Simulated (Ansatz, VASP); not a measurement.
# InAs in two plane-wave programs, part 2 of 3

Wanted: the spread between two codes on one cell, functional and k mesh. The cell is taken from a series of runs on this material, whose earlier steps may have relaxed, scaled, displaced or heated it; both programs get it as it stands.

VASP 6.6.1 and Ansatz 0.2.0.

So far: Set-up; Ansatz: zone-centre phonons, LDA.

### Step 3. VASP: zone-centre phonons, LDA

Level of this step: LDA; plane waves and PAW (As, In_d) (VASP).

The same cell, functional (in two slightly different forms), mesh and smearing now go to VASP, with its own data sets.

Lines of VASP's logs that name or quote its potential files are left out, and so is its time.

INCAR reads:

```
SYSTEM = InAs
PREC = Accurate
ENCUT = 500
EDIFF = 1E-08
NELM = 120
ISMEAR = 0
SIGMA = 0.015
LREAL = .FALSE.
ALGO = Normal
GGA = CA
NBANDS = 15
LORBIT = 11
LWAVE = .FALSE.
LCHARG = .FALSE.
ISIF = 2
ISYM = 2
IBRION = 8
LASPH = .TRUE.
GGA_COMPAT = .FALSE.
EFERMI = MIDGAP
KPAR = 2
```

POSCAR reads:

```
InAs
1.0
    0.0000000000      2.9916081392      3.0730450224
    2.9916081392      0.0000000000      3.0730450224
    2.9916081392      2.9916081392      0.0000000000
As In
1 1
Direct
    0.7499815202      0.7499815202      0.7499962478
    0.0000184798      0.0000184798      0.0000037522
```

KPOINTS reads:

```
Points of the shifted mesh
1728
Reciprocal
 0.0416666667  0.0416666667  0.0416666667 1
 0.0416666667  0.0416666667  0.1250000000 1
 0.0416666667  0.0416666667  0.2083333333 1
 0.0416666667  0.0416666667  0.2916666667 1
 0.0416666667  0.0416666667  0.3750000000 1
 0.0416666667  0.0416666667  0.4583333333 1
 0.0416666667  0.0416666667  0.5416666667 1
 0.0416666667  0.0416666667  0.6250000000 1
 0.0416666667  0.0416666667  0.7083333333 1
 0.0416666667  0.0416666667  0.7916666667 1
 0.0416666667  0.0416666667  0.8750000000 1
 0.0416666667  0.0416666667  0.9583333333 1
 0.0416666667  0.1250000000  0.0416666667 1
 0.0416666667  0.1250000000  0.1250000000 1
 0.0416666667  0.1250000000  0.2083333333 1
 0.0416666667  0.1250000000  0.2916666667 1
 0.0416666667  0.1250000000  0.3750000000 1
 0.0416666667  0.1250000000  0.4583333333 1
 0.0416666667  0.1250000000  0.5416666667 1
 0.0416666667  0.1250000000  0.6250000000 1
 0.0416666667  0.1250000000  0.7083333333 1
 0.0416666667  0.1250000000  0.7916666667 1
 0.0416666667  0.1250000000  0.8750000000 1
 0.0416666667  0.1250000000  0.9583333333 1
 0.0416666667  0.2083333333  0.0416666667 1
 0.0416666667  0.2083333333  0.1250000000 1
 0.0416666667  0.2083333333  0.2083333333 1
 0.0416666667  0.2083333333  0.2916666667 1
 0.0416666667  0.2083333333  0.3750000000 1
 0.0416666667  0.2083333333  0.4583333333 1
 0.0416666667  0.2083333333  0.5416666667 1
 0.0416666667  0.2083333333  0.6250000000 1
 0.0416666667  0.2083333333  0.7083333333 1
 0.0416666667  0.2083333333  0.7916666667 1
 0.0416666667  0.2083333333  0.8750000000 1
 0.0416666667  0.2083333333  0.9583333333 1
 0.0416666667  0.2916666667  0.0416666667 1
 0.0416666667  0.2916666667  0.1250000000 1
 0.0416666667  0.2916666667  0.2083333333 1
 0.0416666667  0.2916666667  0.2916666667 1
 0.0416666667  0.2916666667  0.3750000000 1
 0.0416666667  0.2916666667  0.4583333333 1
 0.0416666667  0.2916666667  0.5416666667 1
 0.0416666667  0.2916666667  0.6250000000 1
 0.0416666667  0.2916666667  0.7083333333 1
 0.0416666667  0.2916666667  0.7916666667 1
 0.0416666667  0.2916666667  0.8750000000 1
 0.0416666667  0.2916666667  0.9583333333 1
 0.0416666667  0.3750000000  0.0416666667 1
 0.0416666667  0.3750000000  0.1250000000 1
 0.0416666667  0.3750000000  0.2083333333 1
 0.0416666667  0.3750000000  0.2916666667 1
 0.0416666667  0.3750000000  0.3750000000 1
 0.0416666667  0.3750000000  0.4583333333 1
 0.0416666667  0.3750000000  0.5416666667 1
 0.0416666667  0.3750000000  0.6250000000 1
 0.0416666667  0.3750000000  0.7083333333 1
 0.0416666667  0.3750000000  0.7916666667 1
 0.0416666667  0.3750000000  0.8750000000 1
 0.0416666667  0.3750000000  0.9583333333 1
 0.0416666667  0.4583333333  0.0416666667 1
 0.0416666667  0.4583333333  0.1250000000 1
 0.0416666667  0.4583333333  0.2083333333 1
 0.0416666667  0.4583333333  0.2916666667 1
 0.0416666667  0.4583333333  0.3750000000 1
 0.0416666667  0.4583333333  0.4583333333 1
 0.0416666667  0.4583333333  0.5416666667 1
 0.0416666667  0.4583333333  0.6250000000 1
 0.0416666667  0.4583333333  0.7083333333 1
 0.0416666667  0.4583333333  0.7916666667 1
 0.0416666667  0.4583333333  0.8750000000 1
 0.0416666667  0.4583333333  0.9583333333 1
 0.0416666667  0.5416666667  0.0416666667 1
 0.0416666667  0.5416666667  0.1250000000 1
 0.0416666667  0.5416666667  0.2083333333 1
 0.0416666667  0.5416666667  0.2916666667 1
 0.0416666667  0.5416666667  0.3750000000 1
 0.0416666667  0.5416666667  0.4583333333 1
 0.0416666667  0.5416666667  0.5416666667 1
 0.0416666667  0.5416666667  0.6250000000 1
 0.0416666667  0.5416666667  0.7083333333 1
 0.0416666667  0.5416666667  0.7916666667 1
 0.0416666667  0.5416666667  0.8750000000 1
 0.0416666667  0.5416666667  0.9583333333 1
 0.0416666667  0.6250000000  0.0416666667 1
 0.0416666667  0.6250000000  0.1250000000 1
 0.0416666667  0.6250000000  0.2083333333 1
 0.0416666667  0.6250000000  0.2916666667 1
 0.0416666667  0.6250000000  0.3750000000 1
 0.0416666667  0.6250000000  0.4583333333 1
 0.0416666667  0.6250000000  0.5416666667 1
 0.0416666667  0.6250000000  0.6250000000 1
 0.0416666667  0.6250000000  0.7083333333 1
 0.0416666667  0.6250000000  0.7916666667 1
 0.0416666667  0.6250000000  0.8750000000 1
 0.0416666667  0.6250000000  0.9583333333 1
 0.0416666667  0.7083333333  0.0416666667 1
 0.0416666667  0.7083333333  0.1250000000 1
 0.0416666667  0.7083333333  0.2083333333 1
 0.0416666667  0.7083333333  0.2916666667 1
 0.0416666667  0.7083333333  0.3750000000 1
 0.0416666667  0.7083333333  0.4583333333 1
 0.0416666667  0.7083333333  0.5416666667 1
 0.0416666667  0.7083333333  0.6250000000 1
 0.0416666667  0.7083333333  0.7083333333 1
 0.0416666667  0.7083333333  0.7916666667 1
 0.0416666667  0.7083333333  0.8750000000 1
 0.0416666667  0.7083333333  0.9583333333 1
 0.0416666667  0.7916666667  0.0416666667 1
 0.0416666667  0.7916666667  0.1250000000 1
 0.0416666667  0.7916666667  0.2083333333 1
 0.0416666667  0.7916666667  0.2916666667 1
[... 1390 lines left out ...]
 0.8750000000  0.4583333333  0.1250000000 1
 0.8750000000  0.4583333333  0.2083333333 1
 0.8750000000  0.4583333333  0.2916666667 1
 0.8750000000  0.4583333333  0.3750000000 1
 0.8750000000  0.4583333333  0.4583333333 1
 0.8750000000  0.4583333333  0.5416666667 1
 0.8750000000  0.4583333333  0.6250000000 1
 0.8750000000  0.4583333333  0.7083333333 1
 0.8750000000  0.4583333333  0.7916666667 1
 0.8750000000  0.4583333333  0.8750000000 1
 0.8750000000  0.4583333333  0.9583333333 1
 0.8750000000  0.5416666667  0.0416666667 1
 0.8750000000  0.5416666667  0.1250000000 1
 0.8750000000  0.5416666667  0.2083333333 1
 0.8750000000  0.5416666667  0.2916666667 1
 0.8750000000  0.5416666667  0.3750000000 1
 0.8750000000  0.5416666667  0.4583333333 1
 0.8750000000  0.5416666667  0.5416666667 1
 0.8750000000  0.5416666667  0.6250000000 1
 0.8750000000  0.5416666667  0.7083333333 1
 0.8750000000  0.5416666667  0.7916666667 1
 0.8750000000  0.5416666667  0.8750000000 1
 0.8750000000  0.5416666667  0.9583333333 1
 0.8750000000  0.6250000000  0.0416666667 1
 0.8750000000  0.6250000000  0.1250000000 1
 0.8750000000  0.6250000000  0.2083333333 1
 0.8750000000  0.6250000000  0.2916666667 1
 0.8750000000  0.6250000000  0.3750000000 1
 0.8750000000  0.6250000000  0.4583333333 1
 0.8750000000  0.6250000000  0.5416666667 1
 0.8750000000  0.6250000000  0.6250000000 1
 0.8750000000  0.6250000000  0.7083333333 1
 0.8750000000  0.6250000000  0.7916666667 1
 0.8750000000  0.6250000000  0.8750000000 1
 0.8750000000  0.6250000000  0.9583333333 1
 0.8750000000  0.7083333333  0.0416666667 1
 0.8750000000  0.7083333333  0.1250000000 1
 0.8750000000  0.7083333333  0.2083333333 1
 0.8750000000  0.7083333333  0.2916666667 1
 0.8750000000  0.7083333333  0.3750000000 1
 0.8750000000  0.7083333333  0.4583333333 1
 0.8750000000  0.7083333333  0.5416666667 1
 0.8750000000  0.7083333333  0.6250000000 1
 0.8750000000  0.7083333333  0.7083333333 1
 0.8750000000  0.7083333333  0.7916666667 1
 0.8750000000  0.7083333333  0.8750000000 1
 0.8750000000  0.7083333333  0.9583333333 1
 0.8750000000  0.7916666667  0.0416666667 1
 0.8750000000  0.7916666667  0.1250000000 1
 0.8750000000  0.7916666667  0.2083333333 1
 0.8750000000  0.7916666667  0.2916666667 1
 0.8750000000  0.7916666667  0.3750000000 1
 0.8750000000  0.7916666667  0.4583333333 1
 0.8750000000  0.7916666667  0.5416666667 1
 0.8750000000  0.7916666667  0.6250000000 1
 0.8750000000  0.7916666667  0.7083333333 1
 0.8750000000  0.7916666667  0.7916666667 1
 0.8750000000  0.7916666667  0.8750000000 1
 0.8750000000  0.7916666667  0.9583333333 1
 0.8750000000  0.8750000000  0.0416666667 1
 0.8750000000  0.8750000000  0.1250000000 1
 0.8750000000  0.8750000000  0.2083333333 1
 0.8750000000  0.8750000000  0.2916666667 1
 0.8750000000  0.8750000000  0.3750000000 1
 0.8750000000  0.8750000000  0.4583333333 1
 0.8750000000  0.8750000000  0.5416666667 1
 0.8750000000  0.8750000000  0.6250000000 1
 0.8750000000  0.8750000000  0.7083333333 1
 0.8750000000  0.8750000000  0.7916666667 1
 0.8750000000  0.8750000000  0.8750000000 1
 0.8750000000  0.8750000000  0.9583333333 1
 0.8750000000  0.9583333333  0.0416666667 1
 0.8750000000  0.9583333333  0.1250000000 1
 0.8750000000  0.9583333333  0.2083333333 1
 0.8750000000  0.9583333333  0.2916666667 1
 0.8750000000  0.9583333333  0.3750000000 1
 0.8750000000  0.9583333333  0.4583333333 1
 0.8750000000  0.9583333333  0.5416666667 1
 0.8750000000  0.9583333333  0.6250000000 1
 0.8750000000  0.9583333333  0.7083333333 1
 0.8750000000  0.9583333333  0.7916666667 1
 0.8750000000  0.9583333333  0.8750000000 1
 0.8750000000  0.9583333333  0.9583333333 1
 0.9583333333  0.0416666667  0.0416666667 1
 0.9583333333  0.0416666667  0.1250000000 1
 0.9583333333  0.0416666667  0.2083333333 1
 0.9583333333  0.0416666667  0.2916666667 1
 0.9583333333  0.0416666667  0.3750000000 1
 0.9583333333  0.0416666667  0.4583333333 1
 0.9583333333  0.0416666667  0.5416666667 1
 0.9583333333  0.0416666667  0.6250000000 1
 0.9583333333  0.0416666667  0.7083333333 1
 0.9583333333  0.0416666667  0.7916666667 1
 0.9583333333  0.0416666667  0.8750000000 1
 0.9583333333  0.0416666667  0.9583333333 1
 0.9583333333  0.1250000000  0.0416666667 1
 0.9583333333  0.1250000000  0.1250000000 1
 0.9583333333  0.1250000000  0.2083333333 1
 0.9583333333  0.1250000000  0.2916666667 1
 0.9583333333  0.1250000000  0.3750000000 1
 0.9583333333  0.1250000000  0.4583333333 1
 0.9583333333  0.1250000000  0.5416666667 1
 0.9583333333  0.1250000000  0.6250000000 1
 0.9583333333  0.1250000000  0.7083333333 1
 0.9583333333  0.1250000000  0.7916666667 1
 0.9583333333  0.1250000000  0.8750000000 1
 0.9583333333  0.1250000000  0.9583333333 1
 0.9583333333  0.2083333333  0.0416666667 1
 0.9583333333  0.2083333333  0.1250000000 1
 0.9583333333  0.2083333333  0.2083333333 1
 0.9583333333  0.2083333333  0.2916666667 1
 0.9583333333  0.2083333333  0.3750000000 1
 0.9583333333  0.2083333333  0.4583333333 1
 0.9583333333  0.2083333333  0.5416666667 1
 0.9583333333  0.2083333333  0.6250000000 1
 0.9583333333  0.2083333333  0.7083333333 1
 0.9583333333  0.2083333333  0.7916666667 1
 0.9583333333  0.2083333333  0.8750000000 1
 0.9583333333  0.2083333333  0.9583333333 1
 0.9583333333  0.2916666667  0.0416666667 1
 0.9583333333  0.2916666667  0.1250000000 1
 0.9583333333  0.2916666667  0.2083333333 1
 0.9583333333  0.2916666667  0.2916666667 1
 0.9583333333  0.2916666667  0.3750000000 1
 0.9583333333  0.2916666667  0.4583333333 1
 0.9583333333  0.2916666667  0.5416666667 1
 0.9583333333  0.2916666667  0.6250000000 1
 0.9583333333  0.2916666667  0.7083333333 1
 0.9583333333  0.2916666667  0.7916666667 1
 0.9583333333  0.2916666667  0.8750000000 1
 0.9583333333  0.2916666667  0.9583333333 1
 0.9583333333  0.3750000000  0.0416666667 1
 0.9583333333  0.3750000000  0.1250000000 1
 0.9583333333  0.3750000000  0.2083333333 1
 0.9583333333  0.3750000000  0.2916666667 1
 0.9583333333  0.3750000000  0.3750000000 1
 0.9583333333  0.3750000000  0.4583333333 1
 0.9583333333  0.3750000000  0.5416666667 1
 0.9583333333  0.3750000000  0.6250000000 1
 0.9583333333  0.3750000000  0.7083333333 1
 0.9583333333  0.3750000000  0.7916666667 1
 0.9583333333  0.3750000000  0.8750000000 1
 0.9583333333  0.3750000000  0.9583333333 1
 0.9583333333  0.4583333333  0.0416666667 1
 0.9583333333  0.4583333333  0.1250000000 1
 0.9583333333  0.4583333333  0.2083333333 1
 0.9583333333  0.4583333333  0.2916666667 1
 0.9583333333  0.4583333333  0.3750000000 1
 0.9583333333  0.4583333333  0.4583333333 1
 0.9583333333  0.4583333333  0.5416666667 1
 0.9583333333  0.4583333333  0.6250000000 1
 0.9583333333  0.4583333333  0.7083333333 1
 0.9583333333  0.4583333333  0.7916666667 1
 0.9583333333  0.4583333333  0.8750000000 1
 0.9583333333  0.4583333333  0.9583333333 1
 0.9583333333  0.5416666667  0.0416666667 1
 0.9583333333  0.5416666667  0.1250000000 1
 0.9583333333  0.5416666667  0.2083333333 1
 0.9583333333  0.5416666667  0.2916666667 1
 0.9583333333  0.5416666667  0.3750000000 1
 0.9583333333  0.5416666667  0.4583333333 1
 0.9583333333  0.5416666667  0.5416666667 1
 0.9583333333  0.5416666667  0.6250000000 1
 0.9583333333  0.5416666667  0.7083333333 1
 0.9583333333  0.5416666667  0.7916666667 1
 0.9583333333  0.5416666667  0.8750000000 1
 0.9583333333  0.5416666667  0.9583333333 1
 0.9583333333  0.6250000000  0.0416666667 1
 0.9583333333  0.6250000000  0.1250000000 1
 0.9583333333  0.6250000000  0.2083333333 1
 0.9583333333  0.6250000000  0.2916666667 1
 0.9583333333  0.6250000000  0.3750000000 1
 0.9583333333  0.6250000000  0.4583333333 1
 0.9583333333  0.6250000000  0.5416666667 1
 0.9583333333  0.6250000000  0.6250000000 1
 0.9583333333  0.6250000000  0.7083333333 1
 0.9583333333  0.6250000000  0.7916666667 1
 0.9583333333  0.6250000000  0.8750000000 1
 0.9583333333  0.6250000000  0.9583333333 1
 0.9583333333  0.7083333333  0.0416666667 1
 0.9583333333  0.7083333333  0.1250000000 1
 0.9583333333  0.7083333333  0.2083333333 1
 0.9583333333  0.7083333333  0.2916666667 1
 0.9583333333  0.7083333333  0.3750000000 1
 0.9583333333  0.7083333333  0.4583333333 1
 0.9583333333  0.7083333333  0.5416666667 1
 0.9583333333  0.7083333333  0.6250000000 1
 0.9583333333  0.7083333333  0.7083333333 1
 0.9583333333  0.7083333333  0.7916666667 1
 0.9583333333  0.7083333333  0.8750000000 1
 0.9583333333  0.7083333333  0.9583333333 1
 0.9583333333  0.7916666667  0.0416666667 1
 0.9583333333  0.7916666667  0.1250000000 1
 0.9583333333  0.7916666667  0.2083333333 1
 0.9583333333  0.7916666667  0.2916666667 1
 0.9583333333  0.7916666667  0.3750000000 1
 0.9583333333  0.7916666667  0.4583333333 1
 0.9583333333  0.7916666667  0.5416666667 1
 0.9583333333  0.7916666667  0.6250000000 1
 0.9583333333  0.7916666667  0.7083333333 1
 0.9583333333  0.7916666667  0.7916666667 1
 0.9583333333  0.7916666667  0.8750000000 1
 0.9583333333  0.7916666667  0.9583333333 1
 0.9583333333  0.8750000000  0.0416666667 1
 0.9583333333  0.8750000000  0.1250000000 1
 0.9583333333  0.8750000000  0.2083333333 1
 0.9583333333  0.8750000000  0.2916666667 1
 0.9583333333  0.8750000000  0.3750000000 1
 0.9583333333  0.8750000000  0.4583333333 1
 0.9583333333  0.8750000000  0.5416666667 1
 0.9583333333  0.8750000000  0.6250000000 1
 0.9583333333  0.8750000000  0.7083333333 1
 0.9583333333  0.8750000000  0.7916666667 1
 0.9583333333  0.8750000000  0.8750000000 1
 0.9583333333  0.8750000000  0.9583333333 1
 0.9583333333  0.9583333333  0.0416666667 1
 0.9583333333  0.9583333333  0.1250000000 1
 0.9583333333  0.9583333333  0.2083333333 1
 0.9583333333  0.9583333333  0.2916666667 1
 0.9583333333  0.9583333333  0.3750000000 1
 0.9583333333  0.9583333333  0.4583333333 1
 0.9583333333  0.9583333333  0.5416666667 1
 0.9583333333  0.9583333333  0.6250000000 1
 0.9583333333  0.9583333333  0.7083333333 1
 0.9583333333  0.9583333333  0.7916666667 1
 0.9583333333  0.9583333333  0.8750000000 1
 0.9583333333  0.9583333333  0.9583333333 1
```

The projector-augmented-wave data sets are As and In_d (LDA family, release 64).

Started as:

```console
$ mpirun -np 2 vasp_std
```

The program printed:

```text
[banner, memory and clock lines left out]
running    2 mpi-ranks, on    1 nodes
[...]
LDA part: xc-table for (Slater(with rela. corr.)+CA(PZ))
 , standard interpolation
 POSCAR, INCAR and KPOINTS ok, starting setup
[...]
entering main loop
       N       E                     dE             d eps       ncg     rms          rms(c)
DAV:   1     0.112294203046E+03    0.11229E+03   -0.81999E+03 52053   0.126E+03
DAV:   2    -0.144199157925E+01   -0.11374E+03   -0.10943E+03 56187   0.302E+02
DAV:   3    -0.913456432941E+01   -0.76926E+01   -0.76500E+01 66617   0.798E+01
DAV:   4    -0.933347971862E+01   -0.19892E+00   -0.19886E+00 63349   0.143E+01
[...]
DAV:  12    -0.902707076282E+01    0.25261E-05   -0.51907E-06 78494   0.314E-02    0.715E-03
DAV:  13    -0.902707080874E+01   -0.45920E-07   -0.70416E-07 65511   0.494E-03    0.181E-03
DAV:  14    -0.902707080479E+01    0.39474E-08   -0.24670E-08 66987   0.236E-03
   1 F= -.90270708E+01 E0= -.90270708E+01  d E =-.306686E-55
 Linear response reoptimize wavefunctions to high precision
DAV:   1    -0.902707080507E+01   -0.27353E-09   -0.35417E-09 54410   0.103E-03
DAV:   2    -0.902707080517E+01   -0.10004E-09   -0.93134E-10 36777   0.241E-04
DAV:   3    -0.902707080517E+01   -0.77307E-11   -0.12675E-10 33858   0.121E-04
 Linear response DOF=           4
 Linear response progress:
  Degree of freedom:   1/  4
       N       E                     dE             d eps       ncg     rms          rms(c)
RMM:   1    -0.474530444869E-01   -0.47453E-01    0.64414E-02109450   0.154E+00
RMM:   2    -0.452690316958E-01    0.21840E-02    0.15215E-03 81250   0.578E-01    0.108E-01
RMM:   3    -0.459396618236E-01   -0.67063E-03   -0.19547E-03 95550   0.245E-01    0.463E-02
RMM:   4    -0.460981899783E-01   -0.15853E-03   -0.15236E-04 97550   0.821E-02    0.107E-02
[...]
RMM:  11    -0.461121120419E-01    0.10994E-07   -0.52198E-08111040   0.644E-05    0.253E-05
RMM:  12    -0.461121243830E-01   -0.12341E-07    0.18091E-08104289   0.266E-05    0.611E-06
RMM:  13    -0.461121212757E-01    0.31073E-08   -0.19664E-08107737   0.133E-05    0.187E-06
 first order change of Fermi-energy  -0.29532E+00
 force on displaced ion       1 direction 1 :  -7.610   0.002  -0.003
 Linear response progress:
  Degree of freedom:   2/  4
       N       E                     dE             d eps       ncg     rms          rms(c)
RMM:   1    -0.477773979192E-01   -0.47777E-01    0.63813E-02108909   0.158E+00
RMM:   2    -0.453198234408E-01    0.24576E-02    0.17580E-03 81099   0.585E-01    0.112E-01
RMM:   3    -0.460437910074E-01   -0.72397E-03   -0.20262E-03 95382   0.250E-01    0.476E-02
RMM:   4    -0.462123142488E-01   -0.16852E-03   -0.16218E-04 97316   0.848E-02    0.109E-02
[...]
RMM:   9    -0.462236775868E-01   -0.65772E-06   -0.11255E-08 99018   0.442E-04    0.789E-05
RMM:  10    -0.462237366861E-01   -0.59099E-07    0.53991E-08105833   0.177E-04    0.741E-05
RMM:  11    -0.462237348227E-01    0.18634E-08   -0.61785E-08111771   0.720E-05    0.252E-05
 first order change of Fermi-energy   0.56112E+00
 force on displaced ion       1 direction 3 :  -0.003  -0.003  -7.777
 Linear response progress:
  Degree of freedom:   3/  4
       N       E                     dE             d eps       ncg     rms          rms(c)
RMM:   1    -0.235366537545E+00   -0.23537E+00   -0.87998E-02 70051   0.494E+00
RMM:   2    -0.237849267244E+00   -0.24827E-02   -0.13534E-02 88191   0.105E+00    0.783E-02
RMM:   3    -0.237801498953E+00    0.47768E-04   -0.15752E-03 96056   0.324E-01    0.382E-02
RMM:   4    -0.237608253602E+00    0.19325E-03   -0.14060E-04 97966   0.106E-01    0.199E-02
[...]
RMM:  10    -0.237570243390E+00    0.44452E-06    0.23149E-07104961   0.313E-04    0.508E-05
RMM:  11    -0.237570049859E+00    0.19353E-06    0.18537E-07108936   0.151E-04    0.193E-05
RMM:  12    -0.237570046730E+00    0.31289E-08    0.83619E-08107850   0.836E-05    0.140E-05
 first order change of Fermi-energy   0.29533E+00
 force on displaced ion       2 direction 1 :  -7.591   0.002  -0.003
 Linear response progress:
  Degree of freedom:   4/  4
       N       E                     dE             d eps       ncg     rms          rms(c)
RMM:   1    -0.235612271328E+00   -0.23561E+00   -0.92883E-02 70156   0.489E+00
RMM:   2    -0.238022809429E+00   -0.24105E-02   -0.13206E-02 88192   0.104E+00    0.792E-02
RMM:   3    -0.237980335400E+00    0.42474E-04   -0.15289E-03 95865   0.321E-01    0.396E-02
RMM:   4    -0.237791714267E+00    0.18862E-03   -0.14219E-04 97924   0.106E-01    0.198E-02
[...]
RMM:  12    -0.237763856889E+00    0.24046E-06    0.99550E-08104891   0.806E-05    0.352E-05
RMM:  13    -0.237764046830E+00   -0.18994E-06    0.56920E-08 99639   0.502E-05    0.167E-05
RMM:  14    -0.237764048178E+00   -0.13480E-08    0.27827E-08112909   0.312E-05    0.171E-05
 first order change of Fermi-energy  -0.56113E+00
 force on displaced ion       2 direction 3 :  -0.003  -0.003  -7.768
 Linear response finished
```

[end of part 2 of 3]

[Lines on the potential files, build, host, timing and source positions are cut from VASP's logs without a mark.]

[Logs are printed without paths, hosts, clocks, repeated set-up lines and the standing remarks that a program may print on its own settings, such as how far it seeks lower states.]

[Hosts, paths, dates, database ids (printed as entryN), source tags and the programs' standing remarks are cut or masked in the printed files.]
